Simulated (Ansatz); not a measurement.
A run of Ansatz 0.2.0:

File input.yaml:

```yaml
crystal:
  lattice:
    - [2.1542, 1.2437279499, 3.758]
    - [-2.1542, 1.2437279499, 3.758]
    - [0.0, -2.4874558998, 3.758]
  atoms:
    - { symbol: Sb, position: [0.76651, 0.76651, 0.76651] }
    - { symbol: Sb, position: [0.23349, 0.23349, 0.23349] }
kpoints:
  mp_grid: { grid: [6, 6, 6] }
scf:
  occupations: { method: fermi_dirac, width: 0.05 }
hamiltonian:
  xc: blyp
  dispersion: d3bj
  pseudopotentials: { kind: all_electron, lapw: { basis_error: 0.001 } }
magnetization:
  noncollinear: true
  spin_orbit: true
output:
  forces: true
  stress: true
relax:
  f_tol: 0.02
  max_steps: 60
  cell: {}
```

Potentials or basis: all-electron LAPW, relativistic spinors.

Run with:

```bash
$ ansatz run input.yaml --threads 1 --pin off --max-ram 3072MiB --backend cpu --events-out ev --progress --plain --runs-dir out
```

Hardware: 1 thread of Arm Neoverse V2, with other jobs on the host.

Problem. Estimate the wall time of this run.

Solution. Run time: 3.1 min on 1 thread of Arm Neoverse V2, on a shared host, peak memory 0.5 GiB. Counts: scf iterations 21, plane waves 549, k points 32, bands 56, ion steps 4.
